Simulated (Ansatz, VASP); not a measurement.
## One calculation of CaSe, two programs

INCAR

```
SYSTEM = CaSe
PREC = Accurate
ENCUT = 520
EDIFF = 1E-6
ISMEAR = -1
SIGMA = 0.02
LREAL = .FALSE.
LASPH = .TRUE.
NELM = 60
ALGO = Normal
ISIF = 2
LWAVE = .FALSE.
LCHARG = .FALSE.
GGA = PE
NBANDS = 15
```

File KPOINTS:

```
regular mesh
0
G
  8 8 8
  0 0 0
```

Contents of POSCAR:

```
CaSe
1.0
    0.0000000000      2.9675351104      2.9675351104
    2.9675351104      0.0000000000      2.9675351104
    2.9675351104      2.9675351104      0.0000000000
Ca Se
1 1
Direct
    0.0000000000      0.0000000000      0.0000000000
    0.5000000000      0.5000000000      0.5000000000
```

Input for Ansatz:

```yaml
crystal:
  lattice:
    - [0.0, 2.9675351104, 2.9675351104]
    - [2.9675351104, 0.0, 2.9675351104]
    - [2.9675351104, 2.9675351104, 0.0]
  atoms:
    - { symbol: Ca, position: [0.0, 0.0, 0.0] }
    - { symbol: Se, position: [0.5, 0.5, 0.5] }
kpoints:
  mp_grid: { grid: [8, 8, 8] }
  band_path:
    path:
      - [0.0, 0.0, 0.0]
      - [0.5, 0.0, 0.5]
      - [0.625, 0.25, 0.625]
      - [0.375, 0.375, 0.75]
      - [0.5, 0.5, 0.5]
      - [0.5, 0.25, 0.75]
      - [0.0, 0.5, 0.5]
    npoints: 1
hamiltonian:
  xc: pbe
scf:
  occupations: { method: fermi_dirac, width: 0.02 }
  n_extra_bands: 4
output:
  forces: true
  stress: true
  eigenvalues: true
```

The cell was built by a generator and needn't be a form met in nature.

Alike in both runs: task single point; functional PBE; k mesh 8 × 8 × 8; occupations fermi-dirac, width 0.02 eV; no spin polarisation.

```csv
,VASP,Ansatz
version,VASP 6.6.1,Ansatz 0.2.0
potentials or method,"VASP PAW PBE potentials, release 64 (Ca_sv, Se)","plane waves, PAW"
plane-wave cutoff (eV),520,420
valence electrons in the cell,16,26
```

Ansatz gave:

```
gap on the k mesh at the Fermi level (eV) : 2.06
pressure (GPa)                            : 0.6
```

Estimate VASP's values.

gap on the k mesh at the Fermi level (eV): 2.05; pressure (GPa): 0.7.

The functional is the same, so the differences come from potentials, cutoffs and numerics. The two sets of potentials don't hold the same shells in valence.

A k mesh can miss the band edges. A hybrid or GW would open this gap; PBE tends to underestimate it.
